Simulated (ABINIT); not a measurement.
# Sn (Fd-3m) in ABINIT: a series of runs, part 2 of 2

ABINIT 10.8.3 (patched build). Earlier steps stand in the parts before.

**4. Equation of state, PBEsol**

run.abi

```
# Datasets: one volume each
ndtset 7
getwfk -1
scalecart1 3*0.9795861087
scalecart2 3*0.9864848297
scalecart3 3*0.9932883884
scalecart4 3*1.0000000000
scalecart5 3*1.0066227096
scalecart6 3*1.0131594038
scalecart7 3*1.0196128224

# Pseudopotentials
pp_dirpath "./"
pseudos "Sn.GGA_PBE-JTH_sp.xml"

# Structure
acell 3*1.0
rprim
     0.0000000000     6.1101323590     6.1101323590
     6.1101323590     0.0000000000     6.1101323590
     6.1101323590     6.1101323590     0.0000000000
ntypat 1
znucl 50
natom 2
typat 1 1
xred
     0.7500000000     0.7500000000     0.7500000000
     0.5000000000     0.5000000000     0.5000000000

# Plane-wave basis
ecut 15.0
pawecutdg 30.0

# k points
kptopt 1
ngkpt 7 7 7
nshiftk 1
shiftk 0.0 0.0 0.0

# Exchange and correlation
ixc -116133

# Bands and occupations
nband 8
occopt 3
tsmear 0.00183747

# SCF cycle
nstep 100
tolvrs 1.0e-9

# Output
iomode 3
prtwf 1
prtden 0
prteig 0
prtebands 0
enunit 1
```

Potentials or basis: JTH PAW PBE v2.0 sp.

Run with:

```
abinit run.abi > log 2>&1
```

run.abo:

```text
.Version 10.8.3 of ABINIT
 DATASET    1 : space group Fd -3 m (#227); Bravais cF (face-center cubic)
================================================================================
 Values of the parameters that define the memory need for DATASET  1.
     intxc =       0    ionmov =       0      iscf =      17    lmnmax =      13
     lnmax =       5     mgfft =      30  mpssoang =       3    mqgrid =    3001
     natom =       2  nloc_mem =       2    nspden =       1   nspinor =       1
    nsppol =       1      nsym =      48    n1xccc =       1    ntypat =       1
    occopt =       3   xclevel =       2
       mpw =        1209          nfft =       27000          nkpt =          20
 PAW method is used; the additional fine FFT grid is defined by:
   mgfftf=        45    nfftf =     91125
================================================================================
================================================================================
[... 71 lines left out ...]
 DATASET    7 : space group Fd -3 m (#227); Bravais cF (face-center cubic)
================================================================================
 Values of the parameters that define the memory need for DATASET  7.
     intxc =       0    ionmov =       0      iscf =      17    lmnmax =      13
     lnmax =       5     mgfft =      32  mpssoang =       3    mqgrid =    3001
     natom =       2  nloc_mem =       2    nspden =       1   nspinor =       1
    nsppol =       1      nsym =      48    n1xccc =       1    ntypat =       1
    occopt =       3   xclevel =       2
       mpw =        1356          nfft =       32768          nkpt =          20
 PAW method is used; the additional fine FFT grid is defined by:
   mgfftf=        45    nfftf =     91125
================================================================================
================================================================================

--------------------------------------------------------------------------------
------------- Echo of variables that govern the present computation ------------
--------------------------------------------------------------------------------
 -outvars: echo values of preprocessed input variables --------
            acell      1.0000000000E+00  1.0000000000E+00  1.0000000000E+00 Bohr
              amu      1.18710000E+02
             ecut      1.50000000E+01 Hartree
           enunit           1
           getwfk          -1
              ixc     -116133
           jdtset        1    2    3    4    5    6    7
[... 135 lines left out ...]
 Spheres core radius: rc_sph= 2.70161971
 Shapefunction is SIN type: shapef(r)=[sin(pi*r/rshp)/(pi*r/rshp)]**2
 Radius for shape functions =  2.11181860
 Compensation charge density is not taken into account in XC energy/potential

   4.48631828E+02                                ecore*ucvol(ha*bohr**3)
--------------------------------------------------------------------------------

[... 1179 lines left out ...]
-Cartesian components of stress tensor (GPa)         [Pressure= -7.5174E-01 GPa]
- sigma(1 1)=  7.51736518E-01  sigma(3 2)=  0.00000000E+00
- sigma(2 2)=  7.51736518E-01  sigma(3 1)=  0.00000000E+00
- sigma(3 3)=  7.51736518E-01  sigma(2 1)=  0.00000000E+00

== END DATASET(S) ==============================================================
================================================================================

 -outvars: echo values of variables after computation  --------
            acell      1.0000000000E+00  1.0000000000E+00  1.0000000000E+00 Bohr
           etotal1    -7.2217486990E+00
           etotal2    -7.2232091614E+00
           etotal3    -7.2242785805E+00
           etotal4    -7.2249979171E+00
           etotal5    -7.2254044926E+00
           etotal6    -7.2255339182E+00
           etotal7    -7.2254158562E+00
            fcart1     1.7994753044E-28 -1.2577513831E-45 -1.7994753044E-28
                      -1.7994753044E-28  1.2577513831E-45  1.7994753044E-28
            fcart2     0.0000000000E+00  0.0000000000E+00  0.0000000000E+00
                       0.0000000000E+00  0.0000000000E+00  0.0000000000E+00
            fcart3     4.4366294616E-29 -4.4366294616E-29  4.4366294616E-29
                      -4.4366294616E-29  4.4366294616E-29 -4.4366294616E-29
            fcart4    -5.6051938573E-45  4.4068525278E-29 -8.8137050556E-29
                       0.0000000000E+00 -4.4068525278E-29  8.8137050556E-29
            fcart5     1.3133577712E-28 -4.3778592374E-29 -4.3778592374E-29
                      -1.3133577712E-28  4.3778592374E-29  4.3778592374E-29
[... 38 lines left out ...]
                       0.0000000000E+00  0.0000000000E+00  0.0000000000E+00
           xangst1     4.7510065341E+00  4.7510065341E+00  4.7510065341E+00
                       3.1673376894E+00  3.1673376894E+00  3.1673376894E+00
           xangst2     4.7844654289E+00  4.7844654289E+00  4.7844654289E+00
                       3.1896436192E+00  3.1896436192E+00  3.1896436192E+00
           xangst3     4.8174627851E+00  4.8174627851E+00  4.8174627851E+00
                       3.2116418568E+00  3.2116418568E+00  3.2116418568E+00
           xangst4     4.8500141967E+00  4.8500141967E+00  4.8500141967E+00
                       3.2333427978E+00  3.2333427978E+00  3.2333427978E+00
           xangst5     4.8821344323E+00  4.8821344323E+00  4.8821344323E+00
                       3.2547562882E+00  3.2547562882E+00  3.2547562882E+00
           xangst6     4.9138374919E+00  4.9138374919E+00  4.9138374919E+00
                       3.2758916613E+00  3.2758916613E+00  3.2758916613E+00
           xangst7     4.9451366638E+00  4.9451366638E+00  4.9451366638E+00
                       3.2967577758E+00  3.2967577758E+00  3.2967577758E+00
             xred      7.5000000000E-01  7.5000000000E-01  7.5000000000E-01
                       5.0000000000E-01  5.0000000000E-01  5.0000000000E-01
 Calculation completed.
```

Run time: 64 s. Hardware: 1 thread of Arm Neoverse V1, shared host; peak memory 0.14 GiB.

Results:

| Property | Result |
| --- | --- |
| Equilibrium volume | 35.16 Å³/atom |
| Bulk modulus | 42 GPa |
| Pressure derivative of the bulk modulus | 4.9 |

Energy against volume, from the lowest point:
```
volume (Å³/atom)  energy (meV/atom)
          31.775              51.50
          32.451              31.63
          33.127              17.08
          33.803               7.29
          34.479               1.76
          35.155               0.00
          35.831               1.61
```

Caveat: the cutoff is too short for stress, so the log's stress isn't used; pressures at fixed basis lie under the slope of the energies; the PAW data sets were made with another functional, which shifts forces and pressure a little; this set keeps more shells in the core, which shifts pressures and gaps; the atomic spheres overlap. Zero-point motion and thermal expansion aren't in these numbers.

**5. Band structure, SCAN**

run.abi

```
# Datasets: ground state, then fixed potential
ndtset 2

# Pseudopotentials
pp_dirpath "./"
pseudos "Sn.GGA_PBE-JTH_sp.xml"

# Structure
acell 4.5726372396 4.5726372396 4.5726372396 Angstrom
rprim
     0.0000000000     0.7071067812     0.7071067812
     0.7071067812     0.0000000000     0.7071067812
     0.7071067812     0.7071067812     0.0000000000
ntypat 1
znucl 50
natom 2
typat 1 1
xred
     0.7500000000     0.7500000000     0.7500000000
     0.5000000000     0.5000000000     0.5000000000

# Plane-wave basis
ecut 18.0
pawecutdg 36.0

# Exchange and correlation
ixc -263267
usekden 1
pawxcdev 0

# Bands and occupations
occopt 3
tsmear 0.00183747

# SCF cycle
nstep 100

# Output
iomode 3
prtwf 0
prteig 0
prtebands 0
enunit 1
prtden1 1
prtkden1 1

# Dataset 1
kptopt1 1
ngkpt1 7 7 7
nshiftk1 1
shiftk1 0.0 0.0 0.0
nband1 8
tolvrs1 1.0e-7

# Dataset 2: bands along G-X-W-K-G-L-U-W-L-K
iscf2 -2
getden2 1
getkden2 1
nband2 12
nbdbuf2 2
tolwfr2 1.0e-12
kptopt2 -9
ndivsm2 6
prteig2 1
prtvol2 -3
kptbounds2
     0.0000000000     0.0000000000     0.0000000000
     0.5000000000     0.0000000000     0.5000000000
     0.5000000000     0.2500000000     0.7500000000
     0.3750000000     0.3750000000     0.7500000000
     0.0000000000     0.0000000000     0.0000000000
     0.5000000000     0.5000000000     0.5000000000
     0.6250000000     0.2500000000     0.6250000000
     0.5000000000     0.2500000000     0.7500000000
     0.5000000000     0.5000000000     0.5000000000
     0.3750000000     0.3750000000     0.7500000000
```

Run with:

```
abinit run.abi > log 2>&1
```

Wall time 2.4 min (1 thread of Arm Neoverse V1, shared host); peak memory 0.16 GiB.

The run converged. Its results:

- Free energy: 925.6761 eV
- Band gap on the k mesh: none (metal or under the smearing width)

Levels at the corners of the path, in eV from the Fermi level:
```
point  band 2  band 3  band 4  band 5  band 6  band 7
    Γ   -0.60    0.17    0.17    0.17    2.18    2.18
    X   -7.87   -2.59   -2.59    0.87    0.87    8.09
    W   -7.81   -3.20   -3.20    3.61    3.61    4.32
    K   -7.36   -3.55   -2.21    1.17    3.57    6.09
    Γ   -0.60    0.17    0.17    0.17    2.18    2.18
    L   -6.60   -1.15   -1.15    0.02    3.35    3.35
    U   -7.36   -3.55   -2.21    1.17    3.57    6.09
    W   -7.81   -3.20   -3.20    3.61    3.61    4.32
    L   -6.60   -1.15   -1.15    0.02    3.35    3.35
    K   -7.36   -3.55   -2.21    1.17    3.57    6.09
```

Caveat: the cutoff is too short for stress, so the log's stress isn't used; totals of a meta-GGA on PAW files have another zero than those of a GGA; the PAW data sets were made with another functional, which shifts forces and pressure a little; spin-orbit coupling is left out, which moves the levels of the heavy elements; this set keeps more shells in the core, which shifts pressures and gaps; the atomic spheres overlap.

**6. The runs side by side**

```csv
task,level,potentials or basis,cutoff (eV),fine-grid cutoff,gap on the mesh (eV)
equation of state,revPBE,JTH PAW PBE v2.0,408,816.342 eV,-
band structure,rSCAN,JTH PAW PBE v2.0 sp,490,979.61 eV,none
equation of state,PBEsol,JTH PAW PBE v2.0 sp,408,816.342 eV,-
band structure,SCAN,JTH PAW PBE v2.0 sp,490,979.61 eV,none
```

Alike in all rows: no spin polarisation; cell as given; k mesh 7 × 7 × 7; smearing fermi-dirac 0.05 eV.

Caveats: the PAW data sets were made with another functional, which shifts forces and pressure a little; this set keeps more shells in the core, which shifts pressures and gaps (some runs); the atomic spheres overlap (some runs); pressures at fixed basis lie under the slope of the energies (some runs); totals of a meta-GGA on PAW files have another zero than those of a GGA (some runs); spin-orbit coupling is left out, which moves the levels of the heavy elements (some runs); the minimum lies outside the volumes run (some runs).

Total energies depend on the potentials used, so only differences within one code and one set of settings carry meaning.
